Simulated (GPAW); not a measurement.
Runs of GPAW 26.7.0 on TiO2. It takes space group P4_2/mnm (No. 136, tetragonal). Conventional cell: a = 4.600 Å, b = 4.600 Å, c = 2.959 Å, α = 90.00°, β = 90.00°, γ = 90.00°. Around Ti (site symmetry mmm) lie 6 O at 1.95 to 1.98 Å. O (site symmetry m2m) is surrounded by 3 Ti at 1.95 to 1.98 Å. The cell is a database's computed one.

```tsv
task	level	potentials or basis	cell	cutoff (eV)	maxiter	optimizer	fmax	max steps	target pressure	other keys	gap on the mesh (eV)	pressure (GPa)	V0 of scaled cells (Å³/atom)	B0 (GPa)	largest force (eV/Å)
equation of state	PBE	PAW data sets generated in the run's folder for this functional, pw	as given	800	150	-	-	-	-	-	-	-	10.69	228	-
relaxation of cell and atoms	PBEsol+D3(BJ)	PAW data sets generated in the run's folder for this functional, pw	relaxed to 20 GPa	800	150	FIRE	0.05 eV/Å	100	20 GPa	-	1.96	19.3	-	-	0.01
single point	PBE	GPAW PAW data sets (gpaw-data 1.2.1), pw	as given	1200	80	-	-	-	-	several, not listed	1.87	5.7	-	-	(b)
band structure	optPBE-vdW	GPAW PAW data sets (gpaw-data 1.2.1), pw	as given	800	150	-	-	-	-	-	1.87	-	-	-	0.10
equation of state	vdW-DF	GPAW PAW data sets (gpaw-data 1.2.1), pw	as given	800	150	-	-	-	-	-	-	-	(a)	216	-
band structure	vdW-DF2	GPAW PAW data sets (gpaw-data 1.2.1), pw	as given	800	150	-	-	-	-	-	1.85	-	-	-	0.20
relaxation of cell and atoms	PBE+D3(BJ)	GPAW PAW data sets (gpaw-data 1.2.1), pw	relaxed	800	150	BFGS	0.05 eV/Å	100	-	-	1.85	0.2	-	-	0.04
```

Alike in all rows: no spin polarisation; k mesh 4 × 4 × 6; smearing fermi-dirac 0.05 eV.

Estimate the missing entries.

(a) 11.00; (b) 0.03.

Caveats: the PAW data sets were made with another functional, which shifts forces and pressure a little (some runs); the cell was scaled at fixed shape and fractional positions, which overstates the stiffness of a crystal with free parameters, most of all of layers and chains (some runs); later steps reuse the first step's grids (some runs).

A k mesh can miss the band edges.
